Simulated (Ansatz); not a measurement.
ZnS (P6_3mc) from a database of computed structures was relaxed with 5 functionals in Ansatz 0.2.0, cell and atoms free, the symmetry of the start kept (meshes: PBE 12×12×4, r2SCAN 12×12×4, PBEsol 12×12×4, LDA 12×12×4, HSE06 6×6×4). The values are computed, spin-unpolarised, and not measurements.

The PBE result:
```
Zn S
1.0
     3.84410    0.00000    0.00000
    -1.92205    3.32909    0.00000
     0.00000    0.00000    6.30448
Zn S
2 2
Direct
  0.33333 0.66667 0.00026
  0.66667 0.33333 0.50026
  0.33333 0.66667 0.37474
  0.66667 0.33333 0.87474
```

Space group P6_3mc (No. 186), hexagonal; conventional cell a = 3.844 Å, c = 6.304 Å, 20.17 Å³ an atom. Zn is surrounded by 4 S at 2.36 Å; S is surrounded by 4 Zn at 2.36 Å.

**Question.** How does the cell change with HSE06?

**Answer.** a = 3.834 Å, c = 6.278 Å; the volume differs by -1.0 % from PBE's. Zn has 4 S at 2.35 Å; S has 4 Zn at 2.35 Å.

**Question.** How does the cell change with PBEsol?

**Answer.** a = 3.782 Å, c = 6.208 Å; the volume differs by -4.7 % from PBE's. Zn is surrounded by 4 S at 2.32 Å; S is surrounded by 4 Zn at 2.32 Å.

**Question.** Held at the r2SCAN cell, what mean stress do LDA and PBE find, and does its sign point to their own minimum?

**Answer.** Yes. LDA -3.99 GPa, and its relaxed volume is -5.1 % from r2SCAN's; PBE +2.26 GPa, and its relaxed volume is +3.0 % from r2SCAN's. Compression counts positive, so a positive stress asks for a larger cell.
